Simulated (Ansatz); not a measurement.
Here is an Ansatz 0.2.0 calculation.

input.yaml

```yaml
crystal:
  lattice:
    - [2.9916, 0.0, 0.0]
    - [0.0, 2.9916, 0.0]
    - [0.0, 0.0, 2.9916]
  atoms:
    - { symbol: Ru, position: [0.5, 0.5, 0.5] }
    - { symbol: Al, position: [0.0, 0.0, 0.0] }
hamiltonian:
  xc: pbe
  pseudopotentials: { kind: paw }
kpoints:
  mp_grid: { grid: [9, 9, 9] }
scf:
  occupations: { method: fermi_dirac, width: 0.05 }
output:
  forces: true
  stress: true
  eigenvalues: true
```

Potentials or basis: Ansatz PAW.

Run with:

```console
$ ansatz run input.yaml --threads 2 --pin off --max-ram 5120MiB --backend cpu --events-out ev --progress --plain --runs-dir out
```

Predict the pressure.

2.5 GPa.

Estimate the band gap on the k mesh.

none (metal or under the smearing width).
